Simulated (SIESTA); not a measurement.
**BaTiO3 in SIESTA: the effect of target pressure**

The system is BaTiO3.

```
Ba Ti O
1.0
     4.00600    0.00000    0.00000
     0.00000    4.00600    0.00000
     0.00000    0.00000    4.00600
Ba Ti O
1 1 3
Direct
  0.50000 0.50000 0.50000
  0.00000 0.00000 0.00000
  0.00000 0.00000 0.50000
  0.00000 0.50000 0.00000
  0.50000 0.00000 0.00000
```

Alike in all runs:

```yaml
Program: SIESTA 5.4.2
Task: relaxation of cell and atoms
Functional: PBE
Potentials_or_basis: PseudoDojo 0.4 standard (PBE files)
Basis: DZP (energy shift 0.003 Ry; two zetas on semicore shells; d shell added on Ba)
Grid_cutoff: 800 Ry
Energy_shift: 0.003 Ry
k_mesh: 4 × 4 × 4
Occupations: fermi-dirac, width 0.05 eV
Spin: no spin polarisation
```

Each run relaxes the cell or the atoms first.

```csv
target pressure,target pressure,relaxed volume (Å³/atom),gap on the mesh (eV)
0 GPa,-,13.15,1.62
2 GPa,2 GPa,13.00,1.64
5 GPa,5 GPa,?,?
10 GPa,10 GPa,12.45,1.72
20 GPa,20 GPa,11.92,1.80
30 GPa,30 GPa,11.48,1.85
```

What does the run with target pressure 5 GPa give?

Relaxed volume 12.78 Å³/atom; gap on the mesh 1.68 eV.

Worked out: In Murnaghan's law V^(-B') rises as a straight line in P. The other rows fit best with B' = 4.3, V0 = 13.15 Å³/atom and B0 = 163 GPa, which gives 12.78 Å³/atom at 5 GPa, against the run's 12.78. A parabola through the other rows of the gap on the mesh, of slope 0.0103 eV per GPa there, gives 1.67 eV, against the run's 1.68.

Caveats: this set's barium file shifts pressures by up to 1 GPa against other sets; spin-orbit coupling is left out, which moves the levels of the heavy elements; the basis of atomic orbitals isn't converged, which shifts pressures, moduli and gaps.

A k mesh can miss the band edges.
